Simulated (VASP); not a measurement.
Set up this calculation in VASP 6.6.1, as the native input.

| Quantity | Value |
| --- | --- |
| Task | single point |
| Functional | PBE |
| Potentials or basis | VASP PAW PBE potentials, release 64 (Cs_sv, Pb_d, Cl) |
| Cutoff | 520 eV |
| k mesh | 6 × 6 × 6 |
| Occupations | gaussian, width 0.01 eV |
| Spin | no spin polarisation |
| Dipole correction | no |
| Further INCAR settings | ALGO = Fast; EDIFF = 1e-07; NBANDS = 30 |

The structure of CsPbCl3 lies in POSCAR:

```
CsPbCl3
1.0
    5.6186544532      0.0000000000      0.0000000000
    0.0000000000      5.6186544532      0.0000000000
    0.0000000000      0.0000000000      5.6186544532
Cs Pb Cl
1 1 3
Direct
    0.5000000000      0.5000000000      0.5000000000
    0.0000000000      0.0000000000      0.0000000000
    0.5000000000      0.0000000000      0.0000000000
    0.0000000000      0.5000000000      0.0000000000
    0.0000000000      0.0000000000      0.5000000000
```

The cell was built by a generator and needn't be a form met in nature.

One way to write it, as run:

INCAR

```
SYSTEM = CsPbCl3
PREC     = Accurate       ! precision mode
ENCUT    = 520            ! plane-wave cutoff, eV
EDIFF    = 1E-7           ! SCF threshold, eV
ISMEAR   = 0              ! smearing method
SIGMA    = 0.01           ! smearing width, eV
LREAL    = .FALSE.        ! projectors in reciprocal space
LASPH    = .TRUE.         ! aspherical terms in the spheres
NELM     = 60             ! most SCF steps
ALGO     = Fast           ! electronic algorithm
ISIF     = 2              ! what is computed and relaxed
LWAVE    = .FALSE.        ! write WAVECAR
LCHARG   = .FALSE.        ! write CHGCAR
GGA      = PE             ! functional
NBANDS   = 30             ! bands
```

KPOINTS

```
Automatic mesh
0
G
  6 6 6
  0 0 0
```

Potentials or basis: VASP PAW PBE potentials, release 64 (Cs_sv, Pb_d, Cl).

The run is started by

```console
$ cat potpaw_PBE.64/Cs_sv/POTCAR potpaw_PBE.64/Pb_d/POTCAR potpaw_PBE.64/Cl/POTCAR > POTCAR
$ mpirun -np 1 vasp_std > vasp.out
```

It gave:

- Pressure: 1.5 GPa
- Band gap on the k mesh: 1.97 eV, direct

Caveat: spin-orbit coupling is left out, which as a rule narrows the gap of such compounds by several tenths of an eV.

It took 65 s on 1 thread of AMD EPYC 9R45 96-Core Processor (Zen 5), on a shared host, peak memory 0.29 GiB.
